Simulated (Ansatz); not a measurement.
## KNbO₃: zone-centre modes

Theory: Ansatz, DFT PBE, scalar-relativistic, plane waves, PAW. Settings: plane waves to 420 eV, k-mesh 8×8×8 (Γ-centred), Gaussian smearing 0.05 eV. No spin polarisation.

Zero of the scan (relaxed at this level; it needn't be the usual structure):

```
K Nb O
1.0
     4.02650    0.00000    0.00000
     0.00000    4.02650    0.00000
     0.00000    0.00000    4.02650
K Nb O
1 1 3
Cartesian
  0.0000 0.0000 0.0000
  2.0132 2.0132 2.0132
  0.0000 2.0132 2.0132
  2.0132 0.0000 2.0132
  2.0132 2.0132 0.0000
```

Harmonic modes by finite displacements of 0.02 Å, without the LO–TO term.

Q: At this geometry, is the structure stable against these modes?

A: No: 3 modes are unstable, the strongest at 236i cm⁻¹.

Q: List the wavenumbers in cm⁻¹.

A: 236i, 236i, 236i, 0, 0, 0, 180, 180, 180, 254, 254, 254, 466, 466, 466.

Cost: 1 run of about 0.74 core-minutes, on Arm Neoverse V2 (shared hosts).